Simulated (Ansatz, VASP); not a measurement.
# SiC: VASP beside Ansatz

```
Si C
1.0
     3.07598    0.00000    0.00000
    -1.53799    2.66388    0.00000
     0.00000    0.00000    5.04784
Si C
2 2
Direct
  0.33333 0.66667 0.99959
  0.66667 0.33333 0.49959
  0.33333 0.66667 0.37541
  0.66667 0.33333 0.87541
```

Alike in both runs: functional PBEsol; k mesh 12 × 12 × 6; occupations gaussian, width 0.02 eV; no spin polarisation.

Ansatz relaxed the structure, and its values are those at the end. VASP's run is a single point on that final structure, the one shown.

|  | VASP | Ansatz |
| --- | --- | --- |
| version | VASP 6.6.1 | Ansatz 0.2.0 |
| potentials or method | VASP PAW PBE potentials, release 64 (Si, C) | scalar-relativistic, plane waves, PAW |
| plane-wave cutoff (eV) | 520 | 420 |
| valence electrons in the cell | 16 | 16 |

VASP gave:

```
gap on the k mesh at the Fermi level (eV) : 2.11
least direct gap on the mesh (eV)         : 3.85
pressure (GPa)                            : 0.3
```

Task: Estimate Ansatz's values.

Result: gap on the k mesh at the Fermi level (eV): 2.13; least direct gap on the mesh (eV): 3.86; pressure (GPa): 0.0.

Ansatz warned: «pseudo_functional_mismatch».

Caveats: the PAW data sets were made with another functional, which shifts forces and pressure a little (VASP). A hybrid or GW would open this gap; PBEsol tends to underestimate it. A k mesh can miss the band edges.
